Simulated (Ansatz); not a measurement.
# HfB2: LAPW beside PAW

Aim: solve HfB2 at one geometry with full-potential LAPW, frozen-core PAW and datasets made for this crystal, and see where they agree.

Program: Ansatz 0.2.0. Level of theory: DFT PBE, scalar-relativistic. These are calculated values, not measurements.

### Step 1. Starting point

The structure is hexagonal, space group P6/mmm (No. 191). Conventional cell: a = 3.140 Å, b = 3.140 Å, c = 3.480 Å, α = 90.00°, β = 90.00°, γ = 120.00°. Hf (site symmetry 6/mmm) is surrounded by 12 B at 2.51 Å. Around B (site symmetry -6m2) lie 3 B at 1.81 Å and 6 Hf at 2.51 Å.

Structure file:

```
Hf B
1.0
     3.14000    0.00000    0.00000
    -1.57000    2.71932    0.00000
     0.00000    0.00000    3.48000
Hf B
1 2
Direct
  0.00000 0.00000 0.00000
  0.33333 0.66667 0.50000
  0.66667 0.33333 0.50000
```

The structure is an experimental refinement, used without relaxation.

Atoms are numbered in the order of the input: Hf1, B2, B3.

### Step 2. Full-potential LAPW

The input, input.yaml:

```yaml
crystal:
  lattice:
    - [3.1400001005, 0.0, 0.0]
    - [-1.5700000503, 2.7193198549, 0.0]
    - [0.0, 0.0, 3.48]
  atoms:
    - { symbol: Hf, position: [0.0, 0.0, 0.0] }
    - { symbol: B, position: [0.3333333333, 0.6666666667, 0.5] }
    - { symbol: B, position: [0.6666666667, 0.3333333333, 0.5] }
kpoints:
  mp_grid: { grid: [13, 13, 11] }
  band_path:
    path:
      - [0.0, 0.0, 0.0]
      - [0.5, 0.0, 0.0]
      - [0.3333333333, 0.3333333333, 0.0]
      - [0.0, 0.0, 0.0]
      - [0.0, 0.0, 0.5]
      - [0.5, 0.0, 0.5]
      - [0.3333333333, 0.3333333333, 0.5]
      - [0.0, 0.0, 0.5]
      - [0.5, 0.0, 0.5]
    npoints: 8
scf:
  occupations: { method: fermi_dirac, width: 0.05 }
hamiltonian:
  xc: pbe
  pseudopotentials: { kind: all_electron, lapw: { basis_error: 0.0005 } }
output:
  forces: true
  stress: true
  eigenvalues: true
  populations: true
  dos: { projected: true, de: 0.2, e_range: [-14, 8] }
```

### Step 3. Frozen-core PAW

Edit input.yaml of step 2 so:

```diff
@@ -27,3 +27,3 @@
   xc: pbe
-  pseudopotentials: { kind: all_electron, lapw: { basis_error: 0.0005 } }
+  pseudopotentials: { kind: paw }
 output:
@@ -32,3 +32,5 @@
   eigenvalues: true
+  efg: { contact_densities: true }
   populations: true
+  bader: true
   dos: { projected: true, de: 0.2, e_range: [-14, 8] }
```

### Step 4. Datasets made for this crystal

Edit input.yaml of step 3 so:

```diff
@@ -27,3 +27,3 @@
   xc: pbe
-  pseudopotentials: { kind: paw }
+  pseudopotentials: { kind: all_electron, datasets: crystal }
 output:
@@ -33,4 +33 @@
   efg: { contact_densities: true }
-  populations: true
-  bader: true
-  dos: { projected: true, de: 0.2, e_range: [-14, 8] }
```

(Steps that only read results are left out.)

Before running it: what results should come out? Wanted: pressure; gap; Bader charges.

**Answer**, as computed:

| quantity | value |
| --- | --- |
| pressure | LAPW 1.43, PAW 1.34, crystal datasets 1.43 GPa |
| gap (LAPW) | none |
| Bader charges (PAW) | Hf1 +1.60, B2 -0.80 e |

What this shows: At this geometry the cell is under compression of 1.4 GPa, so it would expand if let go. There is no gap at this level; the crystal is a metal here. Hf 5d carries the largest share, 72 %, of the projected states within 0.3 eV of the Fermi level. The projection holds only the free atom's occupied shells (Hf 6s, Hf 5p, Hf 5d, B 2s, B 2p in this range). The field gradient at Hf1, the largest by crystal datasets, is 10.53 by PAW and 10.92 by crystal datasets (10²¹ V/m²), within 5 %. Spin–orbit coupling is left out, which moves gradients at and beside heavy atoms by some per cent and at worst by a factor of two. PAW lies -0.09 GPa from LAPW in pressure. The price, with the outputs that each input asks for: 35 s for LAPW against 21 s for PAW, about 1.6 to one. Spin-orbit coupling is left out, though the cell holds Hf; in elements this heavy it can shift bands and gaps by tenths of an eV.
